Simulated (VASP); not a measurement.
# AlP (F-43m) in VASP: further runs, part 2 of 2

VASP 6.6.1. Earlier steps stand in the parts before.

## (4) Single point, LDA

This run uses another cell than the first one, of 20.06 Å³/atom, 1.070 times its volume.

INCAR

```
SYSTEM = AlP
  PREC = Accurate
  ENCUT = 500
  EDIFF = 1E-6
  ISMEAR = 0
  SIGMA = 0.01
  LREAL = .False.
  LASPH = .True.
  NELM = 120
  ALGO = Normal
  ISIF = 2
  LWAVE = .False.
  LCHARG = .True.
  LELF = .True.
  LVHAR = .True.
  NBANDS = 11
  GGA_COMPAT = .False.
```

KPOINTS

```
Automatic mesh
0
Gamma
  8 8 8
  0 0 0
```

POSCAR

```
AlP
1.0
    2.7169267060      2.7169267060      0.0000000000
   -2.7169267060      2.7169267060      0.0000000000
    0.0000000000      2.7169267060      2.7169267060
Al P
1 1
Direct
    0.0000000000      0.0000000000      0.0000000000
    0.7500000000      0.2500000000      0.5000000000
```

Command:

```sh
$ cat potpaw_LDA.64/Al/POTCAR potpaw_LDA.64/P/POTCAR > POTCAR
$ mpirun -np 1 vasp_std > vasp.out
```

It took 22 s on 1 thread of AMD EPYC 7R43 (Zen 3), shared host; peak memory 0.09 GiB.

The run converged. Its results:

```yaml
Free_energy: -11.4122 eV
Pressure: 0.1 GPa
Band_gap_on_the_k_mesh: 1.41 eV, indirect (least direct gap 3.24 eV)
```

Levels at points of the mesh, in eV from the valence-band top:
```tsv
k point	band 2	band 3	band 4	band 5	band 6	band 7
(0.00, 0.00, 0.00)	0.00	0.00	0.00	3.24	4.49	4.49
(0.50, 0.00, 0.00)	-5.65	-0.78	-0.78	2.72	4.74	4.74
(0.50, 0.50, 0.00)	-5.40	-2.15	-2.15	1.41	2.33	11.01
```

## (5) Single point, LDA

This run uses another cell than the first one, of 20.52 Å³/atom, 1.095 times its volume.

INCAR

```
SYSTEM = AlP
  PREC = Accurate
  ENCUT = 500
  EDIFF = 1E-6
  ISMEAR = 0
  SIGMA = 0.01
  LREAL = .FALSE.
  LASPH = .TRUE.
  NELM = 120
  ALGO = Normal
  ISIF = 2
  LWAVE = .FALSE.
  LCHARG = .TRUE.
  LELF = .TRUE.
  LVHAR = .TRUE.
  NBANDS = 11
  GGA_COMPAT = .FALSE.
```

KPOINTS

```
regular mesh
0
G
  8 8 8
  0 0 0
```

POSCAR

```
AlP
1.0
    2.7377920891      2.7377920891      0.0000000000
   -2.7377920891      2.7377920891      0.0000000000
    0.0000000000      2.7377920891      2.7377920891
Al P
1 1
Direct
    0.0000000000      0.0000000000      0.0000000000
    0.7500000000      0.2500000000      0.5000000000
```

Potentials or basis: VASP PAW LDA potentials, release 64 (Al, P).

Command:

```sh
$ cat potpaw_LDA.64/Al/POTCAR potpaw_LDA.64/P/POTCAR > POTCAR
$ mpirun -np 1 vasp_std > vasp.out
```

OUTCAR:

```text
SYSTEM = AlP
   PREC = Accurate
   ENCUT = 500
   EDIFF = 1E-6
   ISMEAR = 0
   LREAL = .FALSE.
   LASPH = .TRUE.
   NELM = 120
   ISIF = 2

 ion  position               nearest neighbor table
   1  0.000  0.000  0.000-   2 2.37   2 2.37   2 2.37   2 2.37
   2  0.750  0.250  0.500-   1 2.37   1 2.37   1 2.37   1 2.37

  LATTYP: Found a face centered cubic cell.
 ALAT       =     5.4755841782

  Lattice vectors:

 A1 = (   0.0000000000,   2.7377920891,   2.7377920891)
 A2 = (   2.7377920891,   0.0000000000,   2.7377920891)
 A3 = (   2.7377920891,   2.7377920891,   0.0000000000)

Analysis of symmetry for initial positions (statically):
=====================================================================
 Subroutine PRICEL returns:
 Original cell was already a primitive cell.

 Routine SETGRP: Setting up the symmetry group for a
 face centered cubic supercell.

 Subroutine GETGRP returns: Found 24 space group operations
 (whereof 24 operations were pure point group operations)
 out of a pool of 48 trial point group operations.

The static configuration has the point symmetry T_d .

Analysis of symmetry for dynamics (positions and initial velocities):
=====================================================================
[... 165 lines left out ...]
 k-point     1 :       0.0000    0.0000    0.0000
  band No.  band energies     occupation
      1      -7.0847      2.00000
      2       4.3720      2.00000
      3       4.3720      2.00000
      4       4.3720      2.00000
      5       7.4179      0.00000
      6       8.8326      0.00000
      7       8.8326      0.00000
      8       8.8326      0.00000
      9      13.1750      0.00000
     10      13.1750      0.00000
     11      14.2931      0.00000
[... 309 lines left out ...]
 k-point    24 :       0.5000    0.2500    0.1250
  band No.  band energies     occupation
      1      -5.0960      2.00000
      2      -0.8139      2.00000
      3       1.7605      2.00000
      4       2.8832      2.00000
      5       8.2042      0.00000
      6       8.7673      0.00000
      7      11.1418      0.00000
      8      11.9373      0.00000
      9      13.2019      0.00000
     10      15.6666      0.00000
     11      16.9445      0.00000

 [... further k-points ...]
[... 5 lines left out ...]
  --------------------------------------------------------------------------------------
  -------------------------------------------------------------------------------------
  Total       -0.4929627     -0.4929627     -0.4929627      0.0000000      0.0000000     -0.0000000
  in kB      -19.2439061    -19.2439061    -19.2439061      0.0000000      0.0000000     -0.0000000
  external PRESSURE =     -19.2439061 kB  Pullay stress =       0.0000000 kB

 VOLUME and BASIS-vectors are now :
 -----------------------------------------------------------------------------
  energy-cutoff  :      500.00
  volume of cell :       41.04
      direct lattice vectors                 reciprocal lattice vectors
     2.737792089  2.737792089  0.000000000     0.182628915  0.182628915 -0.182628915
    -2.737792089  2.737792089  0.000000000    -0.182628915  0.182628915 -0.182628915
     0.000000000  2.737792089  2.737792089     0.000000000  0.000000000  0.365257831

 POSITION                                       TOTAL-FORCE (eV/Angst)
 -----------------------------------------------------------------------------------
      0.00000      0.00000      0.00000        -0.000000      0.000000     -0.000000
      1.36890      4.10669      1.36890         0.000000     -0.000000      0.000000
 -----------------------------------------------------------------------------------
    total drift:                                0.000000      0.000000      0.000000

  FREE ENERGIE OF THE ION-ELECTRON SYSTEM (eV)
  ---------------------------------------------------
  free  energy   TOTEN  =       -11.4068335901 eV

  energy  without entropy=      -11.4068335901  energy(sigma->0) =      -11.40683359
```

It took 23 s on 1 thread of AMD EPYC 7R43 (Zen 3), shared host; peak memory 0.1 GiB.

Results:

```yaml
Free_energy: -11.4068 eV
Pressure: -1.9 GPa
Band_gap_on_the_k_mesh: 1.46 eV, indirect (least direct gap 3.05 eV)
```

## (6) The runs side by side

```csv
cell,gap on the mesh (eV),pressure (GPa)
"a = 3.757 Å, angles 60.0, 60.0, 90.0°, 2 atoms",1.27,7.1
"a = 3.842 Å, angles 60.0, 60.0, 90.0°, 2 atoms",1.41,0.1
"a = 3.872 Å, angles 60.0, 60.0, 90.0°, 2 atoms",1.46,-1.9
```

Alike in all rows: task single point; level LDA; potentials or basis VASP PAW LDA potentials, release 64 (Al, P); no spin polarisation; k mesh 8 × 8 × 8; cutoff (eV) 500; smearing gaussian 0.01 eV.

Absolute energies hang on the potentials; compare differences alone.

## (7) Against experiment

Step 3. A measured gap of AlP is 2.505 eV (indirect; 4.2 K; a printed reference work, data compilation); the calculated 1.41 eV misses it by -1.09 eV. The value is that of LDA on a finite k mesh, which can miss the band edges, without temperature or zero-point motion. Semilocal functionals fall short of measured gaps as a rule.
